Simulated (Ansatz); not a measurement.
## TiO2: energy along a strain

TiO2, P4_2/mnm, a = 4.643 Å, c = 2.964 Å. The compound has several low-lying forms, and this is one of them. Ansatz: PBE, PAW, 420 eV, Γ-centred 6×6×10 mesh on 6 atoms, Gaussian smearing 0.05 eV; no spin polarisation. Cell vectors (Å): 4.643 0.000 0.000; 0.000 4.643 0.000; 0.000 0.000 2.964. The cell is strained by x per cent times the pattern (0 0 0 0 0 1) in the order xx yy zz yz xz xy (engineering shears), with fractional coordinates held. y is the free energy over the start, V0 = 10.650 Å³/atom. Symmetry makes y even in x.

| x (%) | y (meV/atom) |
| --- | --- |
| -2.00 | ? |
| -1.00 | 0.68 |
| 0.00 | 0.00 |
| 0.25 | 0.03 |
| 0.50 | 0.16 |
| 0.75 | 0.38 |
| 1.25 | 1.08 |
| 1.50 | 1.57 |
| 1.75 | 2.14 |

Task: Fit y = c2 x² + c4 x⁴ to the other rows, get the stiffness along the pattern, and predict the missing energy.

Result: Least squares on the rows shown. y = 0.6771 x² + 0.007588 x⁴. The clamped-ion stiffness p·C·p = 2 × 6.771 eV × 160.2 / 10.650 Å³ = 204 GPa, which is C66 in these axes. With a term in x⁶ added, the coefficient of x² becomes 0.6496, 4 % less, which shows how far this figure hangs on the form. At x = -2.00 the fit asked for gives 2.83 meV/atom. The run gave 2.80 meV/atom, so the fit is 0.03 meV/atom too high, a small miss on the scale of the series.

Cost: 9 runs of about 1.3 core-minutes in all, on AMD EPYC 7R43 (Zen 3) (shared hosts).